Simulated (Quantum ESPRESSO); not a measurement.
# MoS2 (P6_3/mmc) in Quantum ESPRESSO: further runs

One crystal, MoS2, is run at these levels: PBEsol, LDA; tasks: band structure.

Everything below comes from runs of Quantum ESPRESSO 7.5. Logs are shortened: lines on timing, memory, paths and dates and some standing lists are left out, and cuts for length are marked.

**Measured values to compare with.**

From “Multiwavelength excitation Raman Scattering Analysis of bulk and 2 dimensional MoS2: Vibrational properties of atomically thin MoS2 layers”, 2015, arxiv:1506.03228, for a bulk crystal of MoS2 at 300 K: band gap 1.3 eV (indirect).

The results are compared with them further down.

## 1. The structure

It takes space group P6_3/mmc (No. 194, hexagonal). Conventional cell: a = 3.169 Å, b = 3.169 Å, c = 12.324 Å, α = 90.00°, β = 90.00°, γ = 120.00°. Around Mo (site symmetry -6m2) lie 6 S at 2.41 Å. Around S (site symmetry 3m) lie 3 Mo at 2.41 Å.

## 2. Band structure, PBEsol

pw.in

```
&CONTROL
  calculation = 'scf'
  prefix = 'pwscf'
  outdir = './tmp'
  pseudo_dir = './pseudo'
  tprnfor = .true.
  tstress = .true.
  disk_io = 'low'
/
&SYSTEM
  ibrav = 0
  celldm(1) = 8
  nat = 6
  ntyp = 2
  ecutwfc = 45
  ecutrho = 360
  nbnd = 36
  occupations = 'smearing'
  smearing = 'fd'
  degauss = 0.00367493
/
&ELECTRONS
  conv_thr = 1.2d-09
  electron_maxstep = 120
  mixing_beta = 0.5
/
ATOMIC_SPECIES
Mo    95.9500 mo_pbesol_v1.uspp.F.UPF
S     32.0600 s_pbesol_v1.4.uspp.F.UPF
CELL_PARAMETERS alat
  0.7485677611174   0.0000000000000   0.0000000000000
 -0.3742838805587   0.6482786975834   0.0000000000000
  0.0000000000000   0.0000000000000   2.9111230949860
ATOMIC_POSITIONS crystal
Mo     0.6666666667    0.3333333333    0.7500000000
Mo     0.3333333333    0.6666666667    0.2500000000
S      0.6666666667    0.3333333333    0.3770000000
S      0.3333333333    0.6666666667    0.8770000000
S      0.6666666667    0.3333333333    0.1230000000
S      0.3333333333    0.6666666667    0.6230000000
K_POINTS automatic
10 10 3 0 0 0
```

bands.in

```
&CONTROL
  calculation = 'bands'
  prefix = 'pwscf'
  outdir = './tmp'
  pseudo_dir = './pseudo'
  disk_io = 'low'
  verbosity = 'high'
/
&SYSTEM
  ibrav = 0
  celldm(1) = 8
  nat = 6
  ntyp = 2
  ecutwfc = 45
  ecutrho = 360
  nbnd = 36
  occupations = 'smearing'
  smearing = 'fd'
  degauss = 0.00367493
/
&ELECTRONS
  conv_thr = 1d-08
  electron_maxstep = 120
  mixing_beta = 0.5
  diago_full_acc = .true.
  startingwfc = 'random'
/
ATOMIC_SPECIES
Mo    95.9500 mo_pbesol_v1.uspp.F.UPF
S     32.0600 s_pbesol_v1.4.uspp.F.UPF
CELL_PARAMETERS alat
  0.7485677611174   0.0000000000000   0.0000000000000
 -0.3742838805587   0.6482786975834   0.0000000000000
  0.0000000000000   0.0000000000000   2.9111230949860
ATOMIC_POSITIONS crystal
Mo     0.6666666667    0.3333333333    0.7500000000
Mo     0.3333333333    0.6666666667    0.2500000000
S      0.6666666667    0.3333333333    0.3770000000
S      0.3333333333    0.6666666667    0.8770000000
S      0.6666666667    0.3333333333    0.1230000000
S      0.3333333333    0.6666666667    0.6230000000
K_POINTS crystal
60
 0.0000000000  0.0000000000  0.0000000000 1
 0.0555555556  0.0000000000  0.0000000000 1
 0.1111111111  0.0000000000  0.0000000000 1
 0.1666666667  0.0000000000  0.0000000000 1
 0.2222222222  0.0000000000  0.0000000000 1
 0.2777777778  0.0000000000  0.0000000000 1
 0.3333333333  0.0000000000  0.0000000000 1
 0.3888888889  0.0000000000  0.0000000000 1
 0.4444444444  0.0000000000  0.0000000000 1
 0.5000000000  0.0000000000  0.0000000000 1
 0.4666666667  0.0666666667  0.0000000000 1
 0.4333333333  0.1333333333  0.0000000000 1
 0.4000000000  0.2000000000  0.0000000000 1
 0.3666666667  0.2666666667  0.0000000000 1
 0.3333333333  0.3333333333  0.0000000000 1
 0.3030303030  0.3030303030  0.0000000000 1
 0.2727272727  0.2727272727  0.0000000000 1
 0.2424242424  0.2424242424  0.0000000000 1
 0.2121212121  0.2121212121  0.0000000000 1
 0.1818181818  0.1818181818  0.0000000000 1
 0.1515151515  0.1515151515  0.0000000000 1
 0.1212121212  0.1212121212  0.0000000000 1
 0.0909090909  0.0909090909  0.0000000000 1
 0.0606060606  0.0606060606  0.0000000000 1
 0.0303030303  0.0303030303  0.0000000000 1
 0.0000000000  0.0000000000  0.0000000000 1
 0.0000000000  0.0000000000  0.5000000000 1
 0.0500000000  0.0000000000  0.5000000000 1
 0.1000000000  0.0000000000  0.5000000000 1
 0.1500000000  0.0000000000  0.5000000000 1
 0.2000000000  0.0000000000  0.5000000000 1
 0.2500000000  0.0000000000  0.5000000000 1
 0.3000000000  0.0000000000  0.5000000000 1
 0.3500000000  0.0000000000  0.5000000000 1
 0.4000000000  0.0000000000  0.5000000000 1
 0.4500000000  0.0000000000  0.5000000000 1
 0.5000000000  0.0000000000  0.5000000000 1
 0.4666666667  0.0666666667  0.5000000000 1
 0.4333333333  0.1333333333  0.5000000000 1
 0.4000000000  0.2000000000  0.5000000000 1
 0.3666666667  0.2666666667  0.5000000000 1
 0.3333333333  0.3333333333  0.5000000000 1
 0.3076923077  0.3076923077  0.5000000000 1
 0.2820512821  0.2820512821  0.5000000000 1
 0.2564102564  0.2564102564  0.5000000000 1
 0.2307692308  0.2307692308  0.5000000000 1
 0.2051282051  0.2051282051  0.5000000000 1
 0.1794871795  0.1794871795  0.5000000000 1
 0.1538461538  0.1538461538  0.5000000000 1
 0.1282051282  0.1282051282  0.5000000000 1
 0.1025641026  0.1025641026  0.5000000000 1
 0.0769230769  0.0769230769  0.5000000000 1
 0.0512820513  0.0512820513  0.5000000000 1
 0.0256410256  0.0256410256  0.5000000000 1
 0.0000000000  0.0000000000  0.5000000000 1
 0.5000000000  0.0000000000  0.5000000000 1
 0.5000000000  0.0000000000  0.2500000000 1
 0.5000000000  0.0000000000  0.0000000000 1
 0.3333333333  0.3333333333  0.0000000000 1
 0.3333333333  0.3333333333  0.5000000000 1
```

Potentials or basis: GBRV 1.5 PBEsol.

On the command line:

```console
> OMP_NUM_THREADS=1 mpirun -n 2 pw.x -nk 2 -in pw.in > pw.out
> OMP_NUM_THREADS=1 mpirun -n 2 pw.x -nk 2 -in bands.in > bands.out
```

pw.out:

```text
This program is part of the open-source Quantum ESPRESSO suite
     for quantum simulation of materials; please cite
[... 13 lines left out ...]
     --------------------
     sticks:   dense  smooth     PW     G-vecs:    dense   smooth      PW
     Sum         889     439    127                83289    29445    4753

     Using Slab Decomposition

     bravais-lattice index     =            0
     lattice parameter (alat)  =       8.0000  a.u.
     unit-cell volume          =     723.3082 (a.u.)^3
     number of atoms/cell      =            6
     number of atomic types    =            2
     number of electrons       =        52.00
     number of Kohn-Sham states=           36
     kinetic-energy cutoff     =      45.0000  Ry
     charge density cutoff     =     360.0000  Ry
     scf convergence threshold =      1.2E-09
     mixing beta               =       0.5000
     number of iterations used =            8  plain     mixing
     Exchange-correlation= SLA  PW   PSX  PSC
                           (   1   4  10   8   0   0   0)

     celldm(1)=   8.000000  celldm(2)=   0.000000  celldm(3)=   0.000000
     celldm(4)=   0.000000  celldm(5)=   0.000000  celldm(6)=   0.000000

     crystal axes: (cart. coord. in units of alat)
               a(1) = (   0.748568   0.000000   0.000000 )
               a(2) = (  -0.374284   0.648279   0.000000 )
               a(3) = (   0.000000   0.000000   2.911123 )

     reciprocal axes: (cart. coord. in units 2 pi/alat)
               b(1) = (  1.335884  0.771273 -0.000000 )
               b(2) = (  0.000000  1.542546  0.000000 )
               b(3) = (  0.000000 -0.000000  0.343510 )

     PseudoPot. # 1 for Mo read from file:
     mo_pbesol_v1.uspp.F.UPF
     Pseudo is Ultrasoft + core correction, Zval = 14.0
     Generated by new atomic code, or converted to UPF format
     Using radial grid of  889 points,  6 beta functions with:
                l(1) =   0
                l(2) =   0
                l(3) =   1
                l(4) =   1
                l(5) =   2
                l(6) =   2
     Q(r) pseudized with  6 coefficients,  rinner =    1.000   1.000   1.000
                                                       1.000   1.000

     PseudoPot. # 2 for S  read from file:
     s_pbesol_v1.4.uspp.F.UPF
     Pseudo is Ultrasoft + core correction, Zval =  6.0
     Generated by new atomic code, or converted to UPF format
     Using radial grid of  907 points,  6 beta functions with:
                l(1) =   0
                l(2) =   0
                l(3) =   1
                l(4) =   1
                l(5) =   2
                l(6) =   2
     Q(r) pseudized with  8 coefficients,  rinner =    1.300   1.300   1.300
                                                       1.300   1.300

     atomic species   valence    mass     pseudopotential
     Mo               14.00    95.95000     Mo( 1.00)
     S                 6.00    32.06000     S ( 1.00)

     24 Sym. Ops., with inversion, found (12 have fractional translation)

   Cartesian axes

     site n.     atom                  positions (alat units)
         1        Mo     tau(   1) = (   0.3742839   0.2160929   2.1833423  )
         2        Mo     tau(   2) = (  -0.0000000   0.4321858   0.7277808  )
         3        S      tau(   3) = (   0.3742839   0.2160929   1.0974934  )
         4        S      tau(   4) = (  -0.0000000   0.4321858   2.5530550  )
         5        S      tau(   5) = (   0.3742839   0.2160929   0.3580681  )
         6        S      tau(   6) = (  -0.0000000   0.4321858   1.8136297  )

     number of k points=    28  Fermi-Dirac smearing, width (Ry)=  0.0037
                       cart. coord. in units 2pi/alat
        k(    1) = (   0.0000000   0.0000000   0.0000000), wk =   0.0066667
        k(    2) = (   0.0000000   0.0000000   0.1145033), wk =   0.0133333
        k(    3) = (   0.0000000   0.1542546   0.0000000), wk =   0.0400000
        k(    4) = (   0.0000000   0.1542546   0.1145033), wk =   0.0800000
        k(    5) = (   0.0000000   0.3085093   0.0000000), wk =   0.0400000
        k(    6) = (   0.0000000   0.3085093   0.1145033), wk =   0.0800000
[... 20 lines left out ...]
        k(   27) = (   0.4007653   0.6941459   0.0000000), wk =   0.0400000
        k(   28) = (   0.4007653   0.6941459   0.1145033), wk =   0.0800000

     Dense  grid:    83289 G-vectors     FFT dimensions: (  40,  40, 144)

     Smooth grid:    29445 G-vectors     FFT dimensions: (  25,  25, 100)

     Initial potential from superposition of free atoms

     starting charge      51.9979, renormalised to      52.0000
     Starting wfcs are   42 randomized atomic wfcs

     Self-consistent Calculation

     iteration #  1     ecut=    45.00 Ry     beta= 0.50
     Davidson diagonalization with overlap
     ethr =  1.00E-02,  avg # of iterations =  4.1

     Threshold (ethr) on eigenvalues was too large:
     Diagonalizing with lowered threshold

     Davidson diagonalization with overlap
     ethr =  3.43E-04,  avg # of iterations =  2.6

     total energy              =    -375.09472995 Ry
     estimated scf accuracy    <       0.21193974 Ry
[... 50 lines left out ...]
     iteration #  9     ecut=    45.00 Ry     beta= 0.50
     Davidson diagonalization with overlap
     ethr =  6.15E-11,  avg # of iterations =  2.8

     End of self-consistent calculation

          k = 0.0000 0.0000 0.0000 (  3661 PWs)   bands (ev):

   -50.5493 -50.5493 -24.7248 -24.7247 -24.4955 -24.4955 -24.4955 -24.4955
    -4.0538  -3.7797  -2.8304  -2.3777   3.9877   5.0409   7.3688   7.6164
     7.6164   7.6294   7.6294   8.7193   8.7193   8.7660   8.7660   9.7183
     9.7252  10.9008  12.9932  12.9932  13.0207  13.0207  13.1742  13.1742
    13.3495  13.3495  16.3255  16.4650
[... 67 lines left out ...]
   -50.5131 -50.5131 -24.8506 -24.8506 -24.6530 -24.6529 -24.5776 -24.5776
    -2.2725  -2.1985  -1.9298  -1.8507   4.4918   4.6517   5.4288   5.5311
     6.1367   6.4335   7.1511   7.1905   8.2644   8.4544   9.0928   9.1758
     9.2858   9.4158  12.4395  12.4879  12.6805  12.9126  13.7885  14.2136
    14.3749  14.5765  16.7270  17.1313

          k = 0.0000-0.7713 0.0000 (  3678 PWs)   bands (ev):

   -50.5093 -50.5093 -24.8870 -24.8869 -24.6453 -24.6453 -24.5862 -24.5862
    -2.0354  -1.9253  -1.8664  -1.7680   4.1958   4.5094   5.1976   5.4217
     5.7611   6.4314   7.0134   7.0939   8.1670   8.4243   9.1740   9.3760
     9.4692   9.6007  12.4933  12.5397  12.8819  13.1553  13.6934  14.3253
    14.6278  14.7677  16.0693  16.3714

          k = 0.0000-0.7713 0.1145 (  3678 PWs)   bands (ev):

   -50.5093 -50.5093 -24.8870 -24.8870 -24.6454 -24.6453 -24.5862 -24.5861
    -2.0171  -1.9691  -1.8254  -1.7833   4.2658   4.4222   5.2180   5.3009
     6.0045   6.3104   7.0325   7.0727   8.2191   8.3455   9.2245   9.3255
     9.5099   9.5741  12.5032  12.5261  12.9591  13.0955  13.8631  14.3020
    14.4343  14.6549  16.2269  16.4924
[... 123 lines left out ...]
   -50.5050 -50.5050 -24.8068 -24.8068 -24.7205 -24.7205 -24.6369 -24.6369
    -1.7652  -1.7427  -1.6752  -1.6532   4.7723   4.8504   5.2491   5.3281
     6.2857   6.3405   6.5320   6.6232   7.2379   7.4072   8.0816   8.2763
    10.0337  10.1151  12.0526  12.0896  12.9486  13.3860  13.6433  13.6920
    14.9221  15.1133  17.1337  17.5892

     the Fermi energy is    11.2927 ev

!    total energy              =    -375.15000169 Ry
     estimated scf accuracy    <          1.0E-09 Ry
     smearing contrib. (-TS)   =      -0.00000025 Ry
     internal energy E=F+TS    =    -375.15000144 Ry

     The total energy is F=E-TS. E is the sum of the following terms:
     one-electron contribution =    -171.21270849 Ry
     hartree contribution      =     107.72757446 Ry
     xc contribution           =     -71.96987966 Ry
     ewald contribution        =    -239.69498775 Ry

     convergence has been achieved in   9 iterations

     Forces acting on atoms (cartesian axes, Ry/au):

     atom    1 type  1   force =     0.00000000    0.00000000    0.00000000
     atom    2 type  1   force =    -0.00000000   -0.00000000    0.00000000
     atom    3 type  2   force =     0.00000000    0.00000000   -0.01281318
     atom    4 type  2   force =     0.00000000   -0.00000000   -0.01281318
     atom    5 type  2   force =     0.00000000    0.00000000    0.01281318
     atom    6 type  2   force =     0.00000000   -0.00000000    0.01281318

     Total force =     0.025626     Total SCF correction =     0.000067

     Computing stress (Cartesian axis) and pressure

          total   stress  (Ry/bohr**3)                   (kbar)     P=      -32.81
  -0.00024386   0.00000000  -0.00000000          -35.87        0.00       -0.00
   0.00000000  -0.00024386   0.00000000            0.00      -35.87        0.00
   0.00000000   0.00000000  -0.00018141            0.00        0.00      -26.69

=------------------------------------------------------------------------------=
   JOB DONE.
=------------------------------------------------------------------------------=
```

Wall time 3.4 min (2 MPI ranks of Intel Xeon Platinum 8175M at 2.50GHz (Skylake/Cascade Lake), shared host); peak memory 0.48 GiB.

Results:

| Item | Value |
| --- | --- |
| Free energy | -5104.1758 eV |
| Pressure | -3.3 GPa |
| Largest force | 0.329 eV/Å |
| Band gap on the k mesh | 0.88 eV, indirect (least direct gap 1.87 eV) |
| Band gap along the path | 0.83 eV, indirect (least direct gap 1.65 eV) |

Forces in eV/Å, atoms in the order of the input:
```
Mo   0.000  0.000  0.000
Mo   0.000  0.000  0.000
S    0.000  0.000 -0.329
S    0.000  0.000 -0.329
S    0.000  0.000  0.329
S    0.000  0.000  0.329
```

Levels at the corners of the path, in eV from the valence-band top:
```tsv
point	band 24	band 25	band 26	band 27	band 28	band 29
Γ	-1.18	-1.18	0.00	2.09	2.09	2.12
M	-1.52	-1.43	-1.30	1.59	1.64	1.98
K	-2.69	-0.79	-0.62	1.04	1.04	1.78
Γ	-1.18	-1.18	0.00	2.09	2.09	2.12
A	-2.16	-0.27	-0.27	2.10	2.10	2.10
L	-1.63	-1.36	-1.36	1.61	1.61	2.13
H	-2.87	-0.71	-0.71	1.04	1.04	2.25
A	-2.16	-0.27	-0.27	2.10	2.10	2.10
L	-1.63	-1.36	-1.36	1.61	1.61	2.13
M	-1.52	-1.43	-1.30	1.59	1.64	1.98
K	-2.69	-0.79	-0.62	1.04	1.04	1.78
H	-2.87	-0.71	-0.71	1.04	1.04	2.25
```

Caveat: some levels on the path didn't converge; this functional lacks dispersion, which binds the layers, so the pressure and a relaxed spacing across them are unreliable.

## 3. Band structure, LDA

Changes to pw.in since step 2:

```diff
@@ -27,4 +27,4 @@
 ATOMIC_SPECIES
-Mo    95.9500 mo_pbesol_v1.uspp.F.UPF
-S     32.0600 s_pbesol_v1.4.uspp.F.UPF
+Mo    95.9500 mo_lda_v1.uspp.F.UPF
+S     32.0600 s_lda_v1.4.uspp.F.UPF
 CELL_PARAMETERS alat
```

Changes to bands.in since step 2:

```diff
@@ -28,4 +28,4 @@
 ATOMIC_SPECIES
-Mo    95.9500 mo_pbesol_v1.uspp.F.UPF
-S     32.0600 s_pbesol_v1.4.uspp.F.UPF
+Mo    95.9500 mo_lda_v1.uspp.F.UPF
+S     32.0600 s_lda_v1.4.uspp.F.UPF
 CELL_PARAMETERS alat
```

Potentials or basis: GBRV 1.5 LDA.

On the command line:

```console
> OMP_NUM_THREADS=1 mpirun -n 2 pw.x -nk 2 -in pw.in > pw.out
> OMP_NUM_THREADS=1 mpirun -n 2 pw.x -nk 2 -in bands.in > bands.out
```

Wall time 3.4 min (2 MPI ranks of Intel Xeon Platinum 8175M at 2.50GHz (Skylake/Cascade Lake), shared host); peak memory 0.48 GiB.

It converged, with:

* Free energy: -5112.8824 eV
* Pressure: -5.8 GPa
* Largest force: 0.476 eV/Å
* Band gap on the k mesh: 0.85 eV, indirect (least direct gap 1.86 eV)
* Band gap along the path: 0.80 eV, indirect (least direct gap 1.65 eV)

Forces on the atoms (eV/Å):
```
Mo   0.000  0.000  0.000
Mo   0.000  0.000  0.000
S    0.000  0.000 -0.476
S    0.000  0.000 -0.476
S    0.000  0.000  0.476
S    0.000  0.000  0.476
```

Stress tensor (GPa, compression positive):
```
-6.01  0.00  0.00
 0.00 -6.01  0.00
 0.00  0.00 -5.52
```

Levels at the corners of the path, in eV from the valence-band top:
```csv
point,band 23,band 24,band 25,band 26,band 27,band 28,band 29,band 30
Γ,-2.14,-1.20,-1.16,0.00,2.08,2.08,2.11,2.11
M,-1.72,-1.52,-1.42,-1.30,1.57,1.62,1.96,2.23
K,-2.68,-2.68,-0.80,-0.63,1.02,1.02,1.74,2.80
Γ,-2.14,-1.20,-1.16,0.00,2.08,2.08,2.11,2.11
A,-2.16,-2.16,-0.27,-0.27,2.08,2.08,2.08,2.08
L,-1.62,-1.62,-1.35,-1.35,1.59,1.59,2.11,2.11
H,-2.86,-2.86,-0.73,-0.73,1.02,1.02,2.22,2.22
A,-2.16,-2.16,-0.27,-0.27,2.08,2.08,2.08,2.08
L,-1.62,-1.62,-1.35,-1.35,1.59,1.59,2.11,2.11
M,-1.72,-1.52,-1.42,-1.30,1.57,1.62,1.96,2.23
K,-2.68,-2.68,-0.80,-0.63,1.02,1.02,1.74,2.80
H,-2.86,-2.86,-0.73,-0.73,1.02,1.02,2.22,2.22
```

Caveat: some levels on the path didn't converge.

## 4. For comparison

An earlier run on the cell as given: functional PBEsol; potentials or basis GBRV 1.5 PBEsol; cutoff 612 eV; density cutoff 4898 eV; k mesh 10 × 10 × 3; occupations fermi-dirac, width 0.05 eV; no spin polarisation.

* Pressure: -3.3 GPa
* Largest force: 0.329 eV/Å
* Band gap on the k mesh: 0.88 eV, indirect (least direct gap 1.87 eV)

## 5. Overview

| task | level | potentials or basis | form of the LDA correlation | gap on the mesh (eV) | pressure (GPa) | largest force (eV/Å) |
| --- | --- | --- | --- | --- | --- | --- |
| band structure | PBEsol | GBRV 1.5 PBEsol | - | 0.88 | -3.3 | 0.33 |
| band structure | LDA | GBRV 1.5 LDA | PZ81 | 0.85 | -5.8 | 0.48 |
| single point | PBEsol | GBRV 1.5 PBEsol | - | 0.88 | -3.3 | 0.33 |

Alike in all rows: no spin polarisation; cell as given; k mesh 10 × 10 × 3; cutoff (eV) 612; smearing fermi-dirac 0.05 eV.

Caveats: some levels on the path didn't converge (some runs); this functional lacks dispersion, which binds the layers, so the pressure and a relaxed spacing across them are unreliable (some runs); an odd mesh through Γ misses points on the zone boundary, where band edges often lie (some runs).

Absolute energies hang on the potentials; compare differences alone.

## 6. How close it comes

Step 2. Measured gap of MoS2: 1.3 eV (indirect; 300 K; “Multiwavelength excitation Raman Scattering Analysis of bulk and 2 dimensional MoS2: Vibrational properties of atomically thin MoS2 layers”, 2015, arxiv:1506.03228). This calculation gives 0.83 eV (-0.47 eV). Spin-orbit coupling on Mo is left out. The value is that of PBEsol, without temperature or zero-point motion. Semilocal functionals fall short of measured gaps as a rule.

Step 3. A measured gap of MoS2 is 1.3 eV (indirect; 300 K; “Multiwavelength excitation Raman Scattering Analysis of bulk and 2 dimensional MoS2: Vibrational properties of atomically thin MoS2 layers”, 2015, arxiv:1506.03228); the calculated 0.80 eV misses it by -0.50 eV. Spin-orbit coupling on Mo is left out. The value is that of LDA, without temperature or zero-point motion. Semilocal functionals fall short of measured gaps as a rule.
